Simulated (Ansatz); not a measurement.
Nudged elastic band run: Si

Input:

```yaml
crystal:
  lattice:
    - [0.0, 5.43, 5.43]
    - [5.43, 0.0, 5.43]
    - [5.43, 5.43, 0.0]
  atoms:
    - { symbol: Si, position: [-0.00340571, 0.00316, 0.00253778] }
    - { symbol: Si, position: [0.12598451, 0.12467763, 0.12411104] }
    - { symbol: Si, position: [-0.00346389, 0.00316403, 0.49659094] }
    - { symbol: Si, position: [0.12237991, 0.13158448, 0.6224374] }
    - { symbol: Si, position: [-0.00342673, 0.49716211, 0.00254962] }
    - { symbol: Si, position: [0.12245789, 0.62307678, 0.13083008] }
    - { symbol: Si, position: [-0.00058496, 0.50027336, 0.4995066] }
    - { symbol: Si, position: [0.12239159, 0.62304276, 0.62245023] }
    - { symbol: Si, position: [0.49959024, 0.00015472, -0.00035322] }
    - { symbol: Si, position: [0.62411411, 0.12471722, 0.12417169] }
    - { symbol: Si, position: [0.50247603, 0.00316559, 0.49665234] }
    - { symbol: Si, position: [0.62405642, 0.12467845, 0.62604087] }
    - { symbol: Si, position: [0.50251654, 0.49720005, 0.00258385] }
    - { symbol: Si, position: [0.62408946, 0.62654875, 0.12414656] }
    - { symbol: Si, position: [0.5024862, 0.4971636, 0.49663112] }
    - { symbol: Si, position: [0.63074032, 0.6230882, 0.62252714] }
    - { symbol: Si, position: [0.24940027, 0.75028676, 0.74949575] }
basis:
  ecutwfc: 420.0
kpoints:
  mp_grid: { grid: [2, 2, 2] }
hamiltonian:
  xc: pbesol
  pseudopotentials: { kind: paw, azcp: { folder: soft_1 } }
scf:
  occupations: { method: gaussian, width: 0.02 }
  lower_state_search: "off"
neb:
  images: 3
  f_tol: 0.05
  initial_path: linear
  max_iterations: 80
  final_atoms:
    - { symbol: Si, position: [-0.00023925, -0.00123908, 0.00138123] }
    - { symbol: Si, position: [0.1217688, 0.12805689, 0.1224478] }
    - { symbol: Si, position: [-0.00647803, 0.00234291, 0.50264679] }
    - { symbol: Si, position: [0.12117411, 0.12869319, 0.62882023] }
    - { symbol: Si, position: [-9.185e-05, 0.50058355, 0.00092914] }
    - { symbol: Si, position: [0.12471195, 0.62515312, 0.12524062] }
    - { symbol: Si, position: [-0.00019683, 0.50116821, 0.49880268] }
    - { symbol: Si, position: [0.1216753, 0.6221356, 0.62832541] }
    - { symbol: Si, position: [0.50180802, 0.00210764, -0.00593452] }
    - { symbol: Si, position: [0.62747275, 0.12802236, 0.12251073] }
    - { symbol: Si, position: [0.50132304, 0.00247365, 0.50266259] }
    - { symbol: Si, position: [0.62481286, 0.12503246, 0.62533926] }
    - { symbol: Si, position: [0.49843732, 0.50054719, 0.00081062] }
    - { symbol: Si, position: [0.62763871, 0.62215705, 0.12235012] }
    - { symbol: Si, position: [0.50178629, 0.4937603, 0.5023574] }
    - { symbol: Si, position: [0.62751469, 0.62229777, 0.62820052] }
    - { symbol: Si, position: [0.37454342, 0.87516661, 0.37556491] }
  order_check: true
```

Launched with:

```bash
$ ansatz run input.yaml --threads 1 --pin off --max-ram 3072MiB --backend cpu --events-out ev --progress --plain --runs-dir out
```

Output, in part (warnings, iteration lines):

```
NEB end point (image 0): max|allowed force component| = 1.442e-3 eV/Å (the criterion of neb.relax_end_points is 1.000e-2)
NEB end point (image 4): max|allowed force component| = 1.686e-2 eV/Å (the criterion of neb.relax_end_points is 1.000e-2)
NEB iter   1: max|band force component| = 1.515e0 eV/Å  barrier→ = 0.9640 eV  barrier← = 0.9639 eV  Δτ_max = 0.1237 Å  (40 SCF iters)
NEB iter   2: max|band force component| = 5.913e-1 eV/Å  barrier→ = 0.4860 eV  barrier← = 0.4859 eV  Δτ_max = 0.1721 Å  (20 SCF iters)
NEB iter   3: max|band force component| = 1.652e-1 eV/Å  barrier→ = 0.3162 eV  barrier← = 0.3161 eV  CI = image 2  Δτ_max = 0.1957 Å  (20 SCF iters)
NEB iter   4: max|band force component| = 3.071e-1 eV/Å  barrier→ = 0.3223 eV  barrier← = 0.3222 eV  CI = image 2  Δτ_max = 0.1000 Å  (19 SCF iters)
NEB iter   5: max|band force component| = 8.476e-2 eV/Å  barrier→ = 0.3112 eV  barrier← = 0.3110 eV  CI = image 2  Δτ_max = 0.1272 Å  (18 SCF iters)
NEB iter   6: max|band force component| = 1.135e-1 eV/Å  barrier→ = 0.3084 eV  barrier← = 0.3083 eV  CI = image 2  Δτ_max = 0.0643 Å  (19 SCF iters)
NEB iter   7: max|band force component| = 8.981e-2 eV/Å  barrier→ = 0.3066 eV  barrier← = 0.3064 eV  CI = image 2  Δτ_max = 0.0913 Å  (16 SCF iters)
NEB iter   8: max|band force component| = 5.533e-2 eV/Å  barrier→ = 0.3011 eV  barrier← = 0.3010 eV  CI = image 2  Δτ_max = 0.1275 Å  (16 SCF iters)
[... lines left out ...]
```

The run converged. The band force fell under the threshold earlier too, but the program's further tests of the path sent the band on. By the program's own check the climbing image is a first-order saddle point (lowest curvatures found: -0.30 and 0.62 eV/Å²). Limits of this set-up: coarse k mesh, PAW files made for another functional, a small cell, in which the defect meets its images, a typed lattice constant that wasn't relaxed here.

Final band (atoms are numbered from 1 in the order of the input):

| image | path coordinate (Å) | energy (eV) | Si6–Si17 (Å) | Si9–Si17 (Å) |
| --- | --- | --- | --- | --- |
| 0 | 0.00 | 0.000 | 2.39 | 4.70 |
| 1 | 0.78 | 0.195 | 2.52 | 4.00 |
| 2 | 1.57 | 0.294 | 3.10 | 3.08 |
| 3 | 2.35 | 0.191 | 4.01 | 2.51 |
| 4 | 3.12 | 0.000 | 4.70 | 2.39 |

Run time: 39 min on 1 thread of Arm Neoverse V1, on a shared host, peak memory 0.72 GiB.
